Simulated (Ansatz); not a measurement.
Crystal: HfO2.

```
CELL_PARAMETERS angstrom
4.81353 0.00000 0.00000
0.00000 4.81353 0.00000
0.00000 0.00000 3.20542
ATOMIC_POSITIONS crystal
Hf 0.50000 0.50000 0.50000
Hf 0.00000 0.00000 0.00000
O 0.80504 0.19496 0.50000
O 0.69496 0.69496 0.00000
O 0.30504 0.30504 0.00000
O 0.19496 0.80504 0.50000
```

Measurements of this composition are mostly on another form, of space group No. 14.

| Quantity | Value |
| --- | --- |
| Program | Ansatz 0.2.0 |
| Task | relaxation of cell and atoms |
| Functional | revPBE |
| Potentials or basis | Ansatz PAW |
| Cutoff | 420 eV (not typed: the program's choice for these potentials) |
| k mesh | 6 × 6 × 8 |
| Occupations | fermi-dirac, width 0.05 eV |
| Spin | no spin polarisation |

At the start: volume 12.38 Å³/atom.

Q: How do energy, volume and symmetry change on relaxing?

A: It ends after 8 steps and the volume is 13.05 Å³/atom (+5.4 %); space group P4_2/mnm (No. 136, to 0.05 Å).

Step by step:
```tsv
step	energy change (eV)	largest force (eV/Å)	volume (Å³)
1	0.0000	0.1005	74.27
2	-0.1127	0.0745	78.81
3	-0.1197	0.0164	78.15
4	-0.1200	0.0052	78.11
5	-0.1199	0.0034	78.12
6	-0.1405	0.0029	78.12
7	-0.1401	0.0001	78.29
8	-0.1407	0.0001	78.29
```

Final structure:
```xyz
6
Lattice="4.9080 0.0000 0.0000 0.0000 4.9080 0.0000 0.0000 0.0000 3.2503" Properties=species:S:1:pos:R:3 pbc="T T T"
Hf    2.4540    2.4540    1.6252
Hf    0.0000    0.0000    0.0000
O     3.9526    0.9554    1.6252
O     3.4094    3.4094    0.0000
O     1.4986    1.4986    0.0000
O     0.9554    3.9526    1.6252
```

Caveat: the plane-wave basis is chosen anew once the cell has moved, so the energies of steps on either side of that aren't comparable; the pressure holds a Pulay correction of +0.6 GPa for the finite cutoff; the PAW data sets come from PBE, with cores solved anew for the run's functional, which leaves a small shift of forces and pressure.
